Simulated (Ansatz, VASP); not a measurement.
CdS in VASP and in Ansatz

The input INCAR:

```
SYSTEM = CdS
PREC = Accurate
ENCUT = 520
EDIFF = 1E-7
ISMEAR = -1
SIGMA = 0.02
LREAL = .FALSE.
LASPH = .TRUE.
NELM = 60
ALGO = Normal
ISIF = 2
LWAVE = .FALSE.
LCHARG = .TRUE.
GGA = PE
LELF = .TRUE.
LVHAR = .TRUE.
NBANDS = 26
```

File KPOINTS:

```
regular mesh
0
G
  6 6 4
  0 0 0
```

Contents of POSCAR:

```
CdS
1.0
    4.4085296566      0.0000000000      0.0000000000
   -2.2042648283      3.8178986759      0.0000000000
    0.0000000000      0.0000000000      5.8946951923
Cd S
2 2
Direct
    0.3333333333      0.6666666667      0.2500000000
    0.6666666667      0.3333333333      0.7500000000
    0.6666666667      0.3333333333      0.2500000000
    0.3333333333      0.6666666667      0.7500000000
```

Input for Ansatz:

```yaml
crystal:
  lattice:
    - [4.4085296566, 0.0, 0.0]
    - [-2.2042648283, 3.8178986759, 0.0]
    - [0.0, 0.0, 5.8946951923]
  atoms:
    - { symbol: Cd, position: [0.3333333333, 0.6666666667, 0.25] }
    - { symbol: Cd, position: [0.6666666667, 0.3333333333, 0.75] }
    - { symbol: S, position: [0.6666666667, 0.3333333333, 0.25] }
    - { symbol: S, position: [0.3333333333, 0.6666666667, 0.75] }
kpoints:
  mp_grid: { grid: [6, 6, 4] }
  band_path:
    path:
      - [0.0, 0.0, 0.0]
      - [0.5, 0.0, 0.0]
      - [0.3333333333, 0.3333333333, 0.0]
      - [0.0, 0.0, 0.5]
      - [0.5, 0.0, 0.5]
      - [0.3333333333, 0.3333333333, 0.5]
    npoints: 1
hamiltonian:
  xc: pbe
scf:
  occupations: { method: fermi_dirac, width: 0.02 }
  n_extra_bands: 5
output:
  forces: true
  stress: true
  eigenvalues: true
  write_density: true
  write_potential: true
  elf: true
  volumetric_format: npy
```

Change from the starting cell: uniaxial_z strain +2.5%.

Alike in both runs: task single point; functional PBE; k mesh 6 × 6 × 4; occupations fermi-dirac, width 0.02 eV; no spin polarisation.

|  | VASP | Ansatz |
| --- | --- | --- |
| version | VASP 6.6.1 | Ansatz 0.2.0 |
| potentials or method | VASP PAW PBE potentials, release 64 (Cd, S) | plane waves, PAW |
| plane-wave cutoff (eV) | 520 | 420 |
| valence electrons in the cell | 36 | 52 |

|  | VASP | Ansatz | Ansatz less VASP |
| --- | --- | --- | --- |
| gap on the k mesh at the Fermi level (eV) | 1.08 | 1.08 | +0.001 |
| pressure (GPa) | 0.5 | 0.2 | -0.33 |
| largest component of the traceless stress (GPa) | 0.59 | 0.47 | -0.119 |

The two sets of potentials don't hold the same shells in valence.

A k mesh can miss the band edges.
